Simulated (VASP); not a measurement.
# Re: single point with PBE

Crystal: Re.

```
CELL_PARAMETERS angstrom
0.00000 2.01450 1.97500
1.97500 0.00000 1.97500
1.97500 2.01450 0.00000
ATOMIC_POSITIONS crystal
Re 0.00000 0.00000 0.00000
```

The cell isn't the ideal one: strain +0.0200 x Voigt [0, 1, 0, 0, 0, 0], atoms carried along.

```yaml
Program: VASP 6.6.1
Task: single point
Functional: PBE
Potentials_or_basis: VASP PAW PBE potentials, release 64 (Re)
Cutoff: 520 eV
k_mesh: 20 × 20 × 20
Occupations: gaussian, width 0.15 eV
Spin: no spin polarisation
Dipole_correction: no
Further_INCAR_settings: ALGO = Normal; EDIFF = 1e-06; NBANDS = 10
```

* Pressure: -15.9 GPa
* Band gap on the k mesh: none (metal or under the smearing width)

Stress tensor (GPa, compression positive):
```
-14.21   0.00   0.00
  0.00 -19.40   0.00
  0.00   0.00 -14.21
```

Levels at points of the mesh, in eV from the Fermi level:
```
           k point  band 2  band 3  band 4  band 5  band 6  band 7
(0.00, 0.00, 0.00)   -1.93   -1.66   -1.66    0.94    1.31   13.84
(0.50, 0.00, 0.00)   -2.08   -1.79    0.12    3.35    3.51    9.03
(0.50, 0.50, 0.00)   -5.46    2.66    3.36    3.96    4.24   11.52
(0.50, 0.00, 0.50)   -5.44    2.27    3.40    4.08    4.08   11.55
```

Run time: 42 s on 1 thread of Intel(R) Xeon(R) Platinum 8559C (Emerald Rapids), on a shared host, peak memory 0.23 GiB.

Caveat: so large a pressure means that the cell lies far from this level's equilibrium, or that cutoff or potentials fall short. Spin-orbit coupling is left out, which matters for the levels of Re.
